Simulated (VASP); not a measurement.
Wanted: the native input for a VASP 6.6.1 run.

* Task: relaxation of cell and atoms
* Functional: SCAN
* Dispersion: rVV10
* Potentials or basis: VASP PAW PBE potentials, release 64 (Te)
* Cutoff: 400 eV
* k mesh: 9 × 9 × 6
* Occupations: gaussian, width 0.03 eV
* Spin: no spin polarisation
* Target pressure: 3 GPa
* Pressure (GPa): 3
* Further INCAR settings: ALGO = Normal; EDIFF = 1e-06; IBRION = 2; EDIFFG = -0.003; NSW = 40; ISIF = 3
* Target pressure: 3 GPa

The structure of Te lies in POSCAR:

```
Te
1.0
    4.4540000000      0.0000000000      0.0000000000
   -2.2270000000      3.8572771485      0.0000000000
    0.0000000000      0.0000000000      5.9240000000
Te
3
Direct
    0.2690000000      0.0000000000      0.3333333333
    0.0000000000      0.2690000000      0.6666666667
    0.7310000000      0.7310000000      0.0000000000
```

One way to write it, as run:

INCAR

```
PREC     = Accurate       # precision mode
ENCUT    = 400            # plane-wave cutoff, eV
EDIFF    = 1E-6           # SCF threshold, eV
ISMEAR   = 0              # smearing method
SIGMA    = 0.03           # smearing width, eV
LREAL    = False          # projectors in reciprocal space
LASPH    = True           # aspherical terms in the spheres
NELM     = 60             # most SCF steps
ALGO     = Normal         # electronic algorithm
ISIF     = 3              # what is computed and relaxed
LWAVE    = False          # write WAVECAR
LCHARG   = False          # write CHGCAR
METAGGA  = SCAN           # meta-GGA
LMIXTAU  = True         
LUSE_VDW = True         
IVDW_NL  = 2            
BPARAM   = 15.7         
CPARAM   = 0.0093       
IBRION   = 2              # ionic algorithm
NSW      = 40             # ionic steps
EDIFFG   = -0.003         # ionic threshold
PSTRESS  = 30
```

KPOINTS

```
regular mesh
0
Gamma
  9 9 6
```

Potentials or basis: VASP PAW PBE potentials, release 64 (Te).

Launch:

```sh
$ cat potpaw_PBE.64/Te/POTCAR > POTCAR
$ mpirun -np 1 vasp_std > vasp.out
```

Results of the run:

```
Relaxed volume                                         : 30.13 Å³/atom
Relaxed cell                                           : a = 4.194 Å, b = 4.194 Å, c = 5.933 Å, α = 90.00°, β = 90.00°, γ = 120.00°
Space group after relaxing (to 0.05 Å)                 : P3_121 (No. 152)
Energy change on relaxing (the enthalpy is what falls) : +18.5 meV/atom
Ionic steps                                            : 17
Pressure after relaxing                                : 3.0 GPa
Band gap on the k mesh                                 : none (metal or under the smearing width)
```

Caveat: the cell is relaxed towards a set pressure, so the enthalpy falls and the energy may rise; the PAW data sets were made with another functional, which shifts forces and pressure a little.

Wall time 56 min on 1 thread of Intel(R) Xeon(R) Platinum 8559C (Emerald Rapids), with other jobs on the host, peak memory 0.37 GiB.
